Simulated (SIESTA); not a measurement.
Input of a SIESTA 5.4.2 run:

The input Sn.fdf:

```
SystemName                      Sn
SystemLabel                     Sn
NumberOfSpecies                 1
NumberOfAtoms                   1
%block ChemicalSpeciesLabel
  1  50 Sn
%endblock ChemicalSpeciesLabel

LatticeConstant                 1.0 Ang
%block LatticeVectors
    -1.7265390000     1.7755470000     2.3383420000
     1.7265390000    -1.7755470000     2.3383420000
     1.7265390000     1.7755470000    -2.3383420000
%endblock LatticeVectors
AtomicCoordinatesFormat         Ang
%block AtomicCoordinatesAndAtomicSpecies
     0.0000000000     0.0000000000     0.0000000000  1
%endblock AtomicCoordinatesAndAtomicSpecies

%block kgrid.MonkhorstPack
   11   0   0  0.0
    0  11   0  0.0
    0   0  11  0.0
%endblock kgrid.MonkhorstPack
XC.Functional                   GGA
XC.Authors                      PBE
PAO.BasisSize                   SZP
PAO.EnergyShift                 0.003 Ry
Mesh.Cutoff                     500 Ry
OccupationFunction              FD
ElectronicTemperature           0.05 eV
MaxSCFIterations                120
SCF.MustConverge                false
SCF.Mixer.Method                Pulay
SCF.Mixer.Weight                0.25
SCF.Mixer.History               8
SCF.DM.Tolerance                5.0e-05
SCF.H.Tolerance                 1.0e-03 eV
WriteForces                     true
Charge.Mulliken                 end
BandLinesScale                  ReciprocalLatticeVectors
%block BandLines
    1    0.000000   0.000000   0.000000  \Gamma
   11   -0.386294   0.386294   0.386294  X
    3   -0.280435   0.280435   0.492153  L
    5    0.000000   0.000000   0.500000  T
    5    0.250000   0.250000   0.250000  W
    7    0.000000   0.500000   0.000000  R
    6    0.386294   0.613706  -0.386294  X1
    3    0.500000   0.500000  -0.500000  Z
   10    0.000000   0.000000   0.000000  \Gamma
   11    0.394141  -0.394141   0.394141  Y
    6    0.500000   0.000000   0.000000  S
    7    0.250000   0.250000   0.250000  W
    1    0.280435  -0.280435   0.507847  L1
    3    0.394141  -0.394141   0.394141  Y
    1    0.605859   0.394141  -0.394141  Y1
    3    0.500000   0.500000  -0.500000  Z
%endblock BandLines
```

Potentials or basis: PseudoDojo 0.4 standard (PBE files), SZP (energy shift 0.003 Ry).

Launch:

```console
$ siesta < Sn.fdf > Sn.out 2>&1
```

**Question.** Estimate the band gap on the k mesh.

**Answer.** None (metal or under the smearing width).

**Question.** Estimate the pressure.

**Answer.** 0.7 GPa.

Levels at the corners of the path, in eV from the Fermi level:
| point | band 4 | band 5 | band 6 | band 7 | band 8 | band 9 | band 10 | band 11 |
| --- | --- | --- | --- | --- | --- | --- | --- | --- |
| Γ | -21.75 | -21.71 | -10.84 | 7.21 | 7.44 | 7.72 | 11.86 | 12.49 |
| X | -21.69 | -21.67 | -4.64 | -2.35 | -1.21 | 2.02 | 6.32 | 12.05 |
| L | -21.70 | -21.65 | -4.59 | -1.76 | -1.48 | 0.02 | 10.12 | 13.20 |
| T | -21.67 | -21.65 | -5.28 | -3.62 | 2.22 | 2.72 | 6.18 | 7.03 |
| W | -21.70 | -21.68 | -4.90 | -1.77 | -1.55 | -0.33 | 12.04 | 17.09 |
| R | -21.67 | -21.67 | -6.65 | -4.37 | 5.06 | 6.04 | 10.24 | 10.92 |
| X1 | -21.69 | -21.67 | -4.64 | -2.35 | -1.21 | 2.02 | 6.32 | 12.05 |
| Z | -21.66 | -21.66 | -4.53 | -3.11 | 1.35 | 2.03 | 5.24 | 6.20 |
| Γ | -21.75 | -21.71 | -10.84 | 7.21 | 7.44 | 7.72 | 11.86 | 12.49 |
| Y | -21.68 | -21.67 | -4.79 | -2.49 | -1.18 | 2.57 | 7.19 | 10.20 |
| S | -21.69 | -21.67 | -6.90 | -4.43 | 5.50 | 6.31 | 10.98 | 11.41 |
| W | -21.70 | -21.68 | -4.90 | -1.77 | -1.55 | -0.33 | 12.04 | 17.09 |
| L1 | -21.70 | -21.65 | -4.59 | -1.76 | -1.48 | 0.02 | 10.12 | 13.20 |
| Y | -21.68 | -21.67 | -4.79 | -2.49 | -1.18 | 2.57 | 7.19 | 10.20 |
| Y1 | -21.68 | -21.67 | -4.79 | -2.49 | -1.18 | 2.57 | 7.19 | 10.20 |
| Z | -21.66 | -21.66 | -4.53 | -3.11 | 1.35 | 2.03 | 5.24 | 6.20 |

Caveat: spin-orbit coupling is left out, which moves the levels of the heavy elements; the basis of atomic orbitals isn't converged, which shifts pressures, moduli and gaps.
